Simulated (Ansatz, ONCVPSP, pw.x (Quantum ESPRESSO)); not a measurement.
# silicon (Si): one change to the ONCV potential, in the atom and in the diamond crystal

- Element: silicon (Si)
- Generator: ONCVPSP 4.0.1.1 (patched build)
- Type: optimised norm-conserving Vanderbilt (ONCV)
- Functional: PBEsol
- Relativity: scalar-relativistic
- Frozen core: [Ne]
- Valence charge: 4
- Reference configuration: 3s1.75 3p2.25
- Partial waves: 3s: rc 1.80 bohr, ncon 4, nbas 8, qcut 4.6 1/bohr, 1 projector; 3p: rc 2.40 bohr, ncon 4, nbas 9, qcut 3.1 1/bohr, 3 projectors, debl 0.9 Ha; d scattering state at 0.19 Ha: rc 2.15 bohr, ncon 3, nbas 8, qcut 4.5 1/bohr, 2 projectors, debl 3.1 Ha
- Local potential: polynomial inside 1.40 bohr (lpopt 3, dvloc0 4 Ha)
- Core correction: Teter function fitted to the true core (icmod 2), fcfact 0.2

Change: p: rc 2.06.

Cutoffs, loose and tight: the cutoffs (Ha) at which the residual kinetic energy of the hardest occupied pseudo-wave falls to 1 and 0.1 mHa per electron. They do not see the model core or the augmentation charge, which bear on the density cutoff. Test errors are all-electron minus pseudo excitation energies from the reference, over the configurations 3s2 3p2; 3s2 3p1; 3s2 3p0; 3s1 3p0; variants that change the core or the reference have their own tests.

Crystal test: diamond Si in pw.x 7.5, no spin, 9³ k-points, Fermi–Dirac smearing 0.01 Ry, cutoffs set for each file from its atomic test. The reference is all-electron LAPW (Ansatz 0.2.0) with the same functional, mesh and smearing; V0 and B0 come from Birch–Murnaghan fits to the pressures at five volumes. Errors are pseudo minus all-electron; Δ is the rms difference of the E(V) curves that follow from these fits, minima aligned, over ±6 % about the mean V0. Mesh and smearing are coarse, so the numbers serve the comparison and aren't converged zero-temperature values; the lattice is a test structure that the element need not adopt.

All-electron: a0 = 5.432 Å (V0 = 20.04 Å³/atom), B0 = 93.4 GPa.

Question: Does the change bring the crystal closer to the all-electron result?

Answer: The mean pressure error goes from -0.18 to -0.26 GPa, so the change moves the solid further from the all-electron pressures.

```
                       quantity       base    changed
                 outcome (atom)  generated  generated
           cutoff, loose (atom)     8.0 Ha     8.0 Ha
           cutoff, tight (atom)      10 Ha      10 Ha
            bound ghosts (atom)       none          p
largest test error (meV) (atom)        +39        +54
           cutoffs in pw.x (Ry)     50/200     50/200
                         a0 (Å)      5.429      5.427
                   a0 error (%)      -0.06      -0.09
                   B0 error (%)       -0.2       -0.3
                   Δ (meV/atom)        0.8        1.2
      mean pressure error (GPa)      -0.18      -0.26
```

Base: The largest radius (2.40 bohr) exceeds half the bond length (2.22 bohr), so the spheres overlap, which is one possible source of error among others. The cutoffs count occupied waves only; projector 2 of the d channel, the hardest unoccupied one, needs 68 Ha at the loose tolerance. Changed file: Note: ghosts flagged at negative energy: p at -20.1 eV; no localised positive-energy state flagged. A true bound ghost makes a file unfit for plane-wave use. The cutoffs count occupied waves only; projector 2 of the d channel, the hardest unoccupied one, needs 68 Ha at the loose tolerance.
